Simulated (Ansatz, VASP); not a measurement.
# GaN in two plane-wave programs

Aim: how closely do two programs agree when they are given the same cell, functional and k mesh?

Main program and level: Ansatz 0.2.0; plane waves, with VASP 6.6.1 beside it; G0W0 gap at PBE.

### Step 1. The structure

The structure is cubic, space group F-43m (No. 216). The conventional cell has a = 4.507 Å, b = 4.507 Å, c = 4.507 Å, α = 90.00°, β = 90.00°, γ = 90.00°. Ga has 4 N at 1.95 Å nearest. N has 4 Ga at 1.95 Å nearest. Farther neighbours and most contacts between anions are not listed.

### Step 2. Ansatz: G0W0 gap, PBE

Ansatz runs on its default PAW (the set named soft_2) files.

Quasiparticle shifts depend on high empty states and on the cores, so they are the hardest test of two PAW sets.

input.yaml reads:

```yaml
crystal:
  lattice:
    - [0.0, 2.2535006075, 2.2535006075]
    - [2.2535006075, 0.0, 2.2535006075]
    - [2.2535006075, 2.2535006075, 0.0]
  atoms:
    - { symbol: Ga, position: [0.0, 0.0, 0.0] }
    - { symbol: "N", position: [0.25, 0.25, 0.25] }
hamiltonian:
  xc: pbe
  pseudopotentials: { kind: paw }
kpoints:
  mp_grid: { grid: [4, 4, 4] }
scf:
  occupations: { method: fixed }
gw:
  n_empty_bands: 63
  ecut_chi: 120.0
  qp_bands: [v2, c2]
  qp_kpoints: band_edges
  screening: { model: contour_deformation }
```

Command:

```sh
ansatz run input.yaml --threads 4 --pin off --max-ram 9216MiB --backend cpu --events-out ev --progress --plain --runs-dir out
```

Numbers of over 12 decimals in the logs are rounded to 6 here.

Output:

```text
Engine: ansatz 0.2.0, aarch64-unknown-linux-gnu
Pseudopotentials: kind: paw
Pseudopotential: Ga, paw, valence charge 13, recommended cutoff 420 eV (normal), Ga.paw.azcp
Pseudopotential: N, paw, valence charge 5, recommended cutoff 420 eV (normal), N.paw.azcp
Functional definition: PBE
  parameter kappa = 0.804
  parameter beta = 0.066725
  exchange = pbe_x(kappa = kappa, mu = beta*pi^2/3)
  correlation = pbe_c(beta = beta)
Crystal: 2 atoms, lattice volume = 22.888 Å³
Basis set: ecut = 420 eV, 459 PW (Γ)
Bands: 13, of which v1, the nominal top of the filled ones, is band 9 counted from 1 (8 counted from 0)
Symmetry: 24 space group operations
Space group: F-43m (ITA 216), of the structure as read, at distance tolerance 2.8e-5 Å
k-points: 8 of 64 (time reversal used)
Non-local potential: Ga, projectors of the file, l = 0: 2, l = 1: 2, l = 2: 3, l = 3: 1
Non-local potential: N, projectors of the file, l = 0: 2, l = 1: 2, l = 2: 1
PAW form: soft (Blöchl's): semilocal exchange-correlation on the pseudo side does not see the compensation charge
PAW one-centre angular grid: Ga, 590 points (default); XC on 64 Gauss nodes
PAW one-centre angular grid: N, 110 points (default); XC on 64 Gauss nodes
Initial density: superposition of atomic densities (neutral atoms: chi_scale 0, normalization atom), corrected by the library's trained network
Initial wavefunctions: pseudopotential atomic-orbital guess
Functional: x = pbe(κ = 0.804, μ = 0.219515), c = pbe(β = 0.066725)
SCF iter   1: F=—  HF=-4167.834788 eV  |F-HF|=—  |Δ(HF+E_count)|=         —  Δρ=2.76e-3  dr2=1.91e-3  ethr=1.77e-3  ⟨swp⟩=4.2  Hψ=476  notcnv=0  defer=14
preconditioner: auto → none  [insulator: Δε(μ)=1.714 eV  Ē_g=18.760 eV  n_scr=8 (ndim 8)  ℏωp=32.9 eV  f_vac=0.001  ε∞_Penn≈4.1]
SCF iter   2: F=—  HF=-4167.834720 eV  |F-HF|=—  |Δ(HF+E_count)|=   6.89e-5  Δρ=1.61e-3  dr2=4.35e-4  ethr=1.06e-5  ⟨swp⟩=2.1  Hψ=223  notcnv=0  defer=14
SCF iter   3: F=—  HF=-4167.834636 eV  |F-HF|=—  |Δ(HF+E_count)|=   8.32e-5  Δρ=4.23e-4  dr2=1.91e-5  ethr=2.42e-6  ⟨swp⟩=2.0  Hψ=139  notcnv=0  defer=14
SCF iter   4: F=—  HF=-4167.834678 eV  |F-HF|=—  |Δ(HF+E_count)|=   4.15e-5  Δρ=1.71e-4  dr2=3.10e-6  ethr=1.06e-7  ⟨swp⟩=2.0  Hψ=179  notcnv=0  defer=11
SCF iter   5: F=—  HF=-4167.834676 eV  |F-HF|=—  |Δ(HF+E_count)|=   2.00e-6  Δρ=3.77e-5  dr2=1.33e-7  ethr=1.72e-8  ⟨swp⟩=2.0  Hψ=176  notcnv=0  defer=11
SCF iter   6: F=-4167.834676 eV  HF=-4167.834676 eV  |F-HF|=5.06e-9  |Δ(HF+E_count)|=   1.58e-8  Δρ=6.48e-6  dr2=4.88e-9  ethr=5.56e-10  ⟨swp⟩=4.0  Hψ=338  notcnv=0
SCF 1 converged in 6 iterations: F = -4167.834676 eV  dr2 = 4.88e-9
  greatest PAW one-centre occupation: 0.995 electrons in one spin orbital (limit 2), on the Ga atom at site 0 (counted from 0), in its partial waves of l = 2
NSCF: frozen V_eff on 8 k-points
G₀W₀ screening: q 1/8
G₀W₀ screening: q 2/8 (q-point 5)
G₀W₀ screening: q 3/8 (q-point 6)
G₀W₀ screening: q 4/8 (q-point 2)
G₀W₀ screening: q 5/8 (q-point 4)
G₀W₀ screening: q 6/8 (q-point 8)
G₀W₀ screening: q 7/8 (q-point 3)
G₀W₀ screening: q 8/8 (q-point 7)
G₀W₀ self-energy: k 1/6
G₀W₀ self-energy: k 2/6
G₀W₀ self-energy: k 3/6
G₀W₀ self-energy: k 4/6
G₀W₀ self-energy: k 5/6
G₀W₀ self-energy: k 6/6
NSCF: frozen V_eff on 1 k-points
SCF converged after 6 iterations
Free energy (F): -4167.834676 eV
Harris-Foulkes:  -4167.834676 eV  (|F-HF|=5.06e-9)
Internal energy: -4167.834676 eV  (E = F + TS)
E sigma→0 (E₀):  -4167.834676 eV
Fermi energy:    9.697521 eV
--- Per-component energies (eV) ---
  E_band       = -5.314035
  E_kinetic    = 247.398337
  E_local      = -1950.432581  (includes V_loc(G=0)·N_el)
  E_nonlocal   = 474.376272
  E_hartree    = 897.503667
  E_xc         = -128.770501
  E_vxc        = -134.107719  (∫ρ·V_xc dr)
  E_paw        = -2120.475055  (= ΣΔE_a)
  E_vpaw       = -437.554191  (= ΣTr[D̂ρ^β])
  E_aug_tail   = 0.000139  (compensation charges beyond the density's cutoff)
  E_ewald      = -1587.434954
  E_smearing   = -0.000000  (= −TS)
  E_closure    = 0.000000  (closes the sum)
  Σ components = -4167.834676   (vs F -4167.834676, Δ=0.00e0)
--- Band table (eV; the first three rows and the last of 8) ---
  k-point 0: bands = [... 5 lower, -3.5230, 9.6975, 9.6975, 9.6975, 11.3947, 19.9658, 19.9658, 19.9658]
  k-point 1: bands = [... 5 lower, -3.4622, 5.8250, 9.1748, 9.1748, 13.7365, 18.4557, 20.4213, 20.4213]
  k-point 2: bands = [... 5 lower, -2.2429, 2.6365, 8.7266, 8.7266, 14.3065, 18.4075, 20.0187, 20.0187]
  k-point 7: bands = [... 5 lower, -1.5229, 3.9793, 5.9900, 6.0431, 15.8944, 18.0669, 19.9257, 20.7916]
--- G₀W₀: contour deformation, 6 samples at zero and on the imaginary axis and 2 off it, 64 q-points, 63 empty bands' worth ---
  eigenvalues of the whole cell's RPA ε∞ on this k-mesh (on a slab, of 1 + 4πα/V) = 9.8415, 9.8415, 9.8415; static W/v taken at q = 0 is 0.101611
  bands read: the sum over 72 bands ends inside a degenerate multiplet in 1 slot, whose members it reads at an even weight; the widest, k=3: bands 72 to 73 (counted from 1) at 1/2 each
  gw.qp_kpoints: band_edges: 6 of 8 stored k-points solved, in 1 pass; an edge of the gap read off the rows below is read off those points alone
    valence top: of the k-points left out ik 4 came nearest to being solved in a further pass, in band 9 (counted from 1, as in the quasiparticle table): it holds the edge there only if its correction is more favourable than any solved in that band by at least 1.915 eV; those differ by 0.225 eV
    conduction bottom: of the k-points left out ik 4 came nearest to being solved in a further pass, in band 10 (counted from 1, as in the quasiparticle table): it holds the edge there only if its correction is more favourable than any solved in that band by at least 3.260 eV; those differ by 0.716 eV
    ik  band        ε_KS         Σx   Σc(E_QP)       V_xc       Z   E_QP_lin       E_QP  E_QP is
     0     8      9.6975   -24.0749     3.3974   -20.2507  0.7490     9.2654     9.2707  root
     0     9      9.6975   -24.0749     3.3974   -20.2507  0.7490     9.2654     9.2707  root
     0    10     11.3947   -11.1287    -4.0288   -15.7040  0.7787    11.9498    11.9411  root
     0    11     19.9658    -7.8064    -5.4340   -13.8845  0.7767    20.6249    20.6098  root
     1     8      9.1748   -23.4657     3.4708   -19.5196  0.7479     8.6928     8.6996  root
     1     9      9.1748   -23.4657     3.4708   -19.5196  0.7479     8.6928     8.6996  root
     1    10     13.7365   -10.7591    -4.4470   -15.8646  0.7733    14.4092    14.3950  root
     1    11     18.4557    -8.6871    -5.4225   -14.8158  0.7594    19.1809    19.1619  root
     2     8      8.7266   -22.9834     3.5595   -18.9122  0.7462     8.2067     8.2149  root
     2     9      8.7266   -22.9834     3.5595   -18.9122  0.7462     8.2067     8.2149  root
     2    10     14.3065    -9.9543    -4.6787   -15.2620  0.7844    14.9484    14.9356  root
     2    11     18.4075    -8.9713    -5.7988   -15.5038  0.7315    19.1636    19.1412  root
     3     8      8.2038   -22.5189     3.6238   -18.3189  0.7449     7.6165     7.6276  root
     3     9      8.2038   -22.5189     3.6238   -18.3189  0.7449     7.6165     7.6276  root
     3    10     14.2507   -10.0286    -4.4039   -14.9887  0.7718    14.8165    14.8068  root
     3    11     17.0635    -9.3163    -5.1156   -15.1608  0.7816    17.8117    17.7923  root
     5     8      6.4190   -21.2212     3.8670   -16.6445  0.7349     5.6891     5.7093  root
     5     9      8.6655   -22.8903     3.5427   -18.8300  0.7463     8.1395     8.1479  root
     5    10     16.1400   -10.7744    -5.1573   -16.7972  0.7596    17.0358    17.0054  root
     5    11     17.1835    -8.3938    -4.9902   -13.8520  0.7696    17.6588    17.6515  root
     6     8      6.9850   -21.2951     3.8585   -16.7851  0.7371     6.3180     6.3335  root
     6     9      6.9850   -21.2951     3.8585   -16.7851  0.7371     6.3180     6.3335  root
     6    10     13.0136    -8.5388    -4.1064   -12.7948  0.7951    13.1638    13.1632  root
     6    11     16.3315    -9.7879    -4.8694   -15.3325  0.7854    17.0223    17.0067  root
```

Wall time 3.5 s (4 threads of Arm Neoverse N1, shared host); peak memory 0.29 GiB; 9.8 s of CPU time.

[end of part 1 of 2]

[Lines on the potential files, build, host, timing and source positions are cut from VASP's logs without a mark.]

[Logs are printed without paths, hosts, clocks, repeated set-up lines and the standing remarks that a program may print on its own settings, such as how far it seeks lower states.]

[Hosts, paths, dates, database ids (printed as entryN), source tags and the programs' standing remarks are cut or masked in the printed files.]
